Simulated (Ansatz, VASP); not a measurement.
## TiTe2: VASP beside Ansatz

INCAR

```
SYSTEM = TiTe2
ALGO = Fast
EDIFF = 1E-6
ENCUT = 520
GGA = PE
ISIF = 2
ISMEAR = -1
LASPH = .TRUE.
LCHARG = .FALSE.
LREAL = .FALSE.
LWAVE = .FALSE.
NBANDS = 19
NELM = 100
PREC = Accurate
SIGMA = 0.02
```

The input KPOINTS:

```
k-points
0
G
  6 6 4
  0 0 0
```

File POSCAR:

```
TiTe2
1.0
    3.7908320817      0.0000000000      0.0000000000
   -1.8954160408      3.2829568842      0.0000000000
    0.0000000000      0.0000000000      6.5541625960
Ti Te
1 2
Direct
    0.0000000000      0.0000000000      0.0000000000
    0.3333333333      0.6666666667      0.2578174224
    0.6666666667      0.3333333333      0.7421825776
```

Input for Ansatz:

```yaml
crystal:
  lattice:
    - [3.7908320817, 0.0, 0.0]
    - [-1.8954160408, 3.2829568842, 0.0]
    - [0.0, 0.0, 6.554162596]
  atoms:
    - { symbol: Ti, position: [0.0, 0.0, 0.0] }
    - { symbol: Te, position: [0.3333333333, 0.6666666667, 0.2578174224] }
    - { symbol: Te, position: [0.6666666667, 0.3333333333, 0.7421825776] }
kpoints:
  mp_grid: { grid: [6, 6, 4] }
hamiltonian:
  xc: pbe
scf:
  occupations: { method: fermi_dirac, width: 0.02 }
  n_extra_bands: 4
output:
  forces: true
  stress: true
  eigenvalues: true
  write_density: true
  write_potential: true
  elf: true
  volumetric_format: npy
```

The cell was built by a generator and needn't be a form met in nature.

Alike in both runs: task single point; functional PBE; k mesh 6 × 6 × 4; occupations fermi-dirac, width 0.02 eV; no spin polarisation.

|  | VASP | Ansatz |
| --- | --- | --- |
| version | VASP 6.6.1 | Ansatz 0.2.0 |
| potentials or method | VASP PAW PBE potentials, release 64 (Ti_sv, Te) | plane waves, PAW |
| plane-wave cutoff (eV) | 520 | 420 |
| valence electrons in the cell | 24 | 44 |

```csv
,VASP,Ansatz,Ansatz less VASP
pressure (GPa),0.8,0.8,+0.01
largest component of the traceless stress (GPa),0.45,0.44,-0.013
rms of the force components (eV/Å),0.060,0.055,-0.0046
```

Atom by atom the forces differ by 0.005 eV/Å (rms over components). The functional is the same, so the differences come from potentials, cutoffs and numerics. The two sets of potentials don't hold the same shells in valence.

Caveats: this functional lacks dispersion, which binds the layers, so the pressure and a relaxed spacing across them are unreliable. Spin-orbit coupling is left out, which matters for the levels of Te.
